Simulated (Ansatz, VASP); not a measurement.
## Two plane-wave programs on Se

```
Se
1.0
     3.94127    0.00000    0.00000
    -1.97064    3.41324    0.00000
     0.00000    0.00000    5.17174
Se
3
Direct
  0.24735 0.00000 0.33333
  0.00000 0.24735 0.66667
  0.75265 0.75265 0.00000
```

Alike in both runs: task single point; functional PBE; dispersion D3(BJ); k mesh 12 × 12 × 8; occupations gaussian, width 0.05 eV; no spin polarisation.

|  | VASP | Ansatz |
| --- | --- | --- |
| version | VASP 6.6.1 | Ansatz 0.2.0 |
| potentials or method | VASP PAW PBE potentials, release 64 (Se) | scalar-relativistic, plane waves, PAW |
| plane-wave cutoff (eV) | 520 | 420 |
| valence electrons in the cell | 18 | 48 |

VASP gave:

```
gap on the k mesh at the Fermi level (eV)       : 0.25
least direct gap on the mesh (eV)               : 0.25
pressure (GPa)                                  : 3.1
largest component of the traceless stress (GPa) : 0.07
rms of the force components (eV/Å)              : 0.220
```

**Question.** Estimate Ansatz's values.

**Answer.** gap on the k mesh at the Fermi level (eV): 0.26; least direct gap on the mesh (eV): 0.26; pressure (GPa): 3.0; largest component of the traceless stress (GPa): 0.01; rms of the force components (eV/Å): 0.206.

Atom by atom the forces differ by 0.014 eV/Å (rms over components). The two sets of potentials don't hold the same shells in valence.
